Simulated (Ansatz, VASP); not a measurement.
PtSe2: VASP beside Ansatz

```xyz
3
Lattice="3.4261 0.0000 0.0000 -1.7130 2.9671 0.0000 0.0000 0.0000 4.6570" Properties=species:S:1:pos:R:3 pbc="T T T"
Pt    0.0000    0.0000    0.0000
Se    0.0000    1.9780    1.1643
Se    1.7130    0.9890    3.4928
```

Change from the starting cell: strain -0.080 along x and y, -0.080 along z, atoms carried along.

Alike in both runs: task single point; functional PBEsol; k mesh 12 × 12 × 10; occupations gaussian, width 0.15 eV; no spin polarisation.

|  | VASP | Ansatz |
| --- | --- | --- |
| version | VASP 6.6.1 | Ansatz 0.2.0 |
| potentials or method | VASP PAW PBE potentials, release 64 (Pt, Se) | scalar-relativistic, plane waves, PAW |
| plane-wave cutoff (eV) | 520 | 420 |
| valence electrons in the cell | 22 | 50 |

```tsv
	VASP	Ansatz	Ansatz less VASP
gap on the k mesh at the Fermi level (eV)	none	none	-
pressure (GPa)	64.9	64.0	-0.90
largest component of the traceless stress (GPa)	16.77	16.54	-0.238
rms of the force components (eV/Å)	2.415	2.377	-0.0375
```

Atom by atom the forces differ by 0.037 eV/Å (rms over components). A gap of «none» marks a metal or a gap that the smearing closes. The functional is the same, so the differences come from potentials, cutoffs and numerics. The two sets of potentials don't hold the same shells in valence.

Caveats: the cell as given lies far from equilibrium; so large a pressure means that the cell lies far from this level's equilibrium, or that cutoff or potentials fall short (VASP); the potentials were made for another functional, which shifts forces and pressure (VASP). The runs have no spin-orbit coupling, so splittings on Pt are missing.
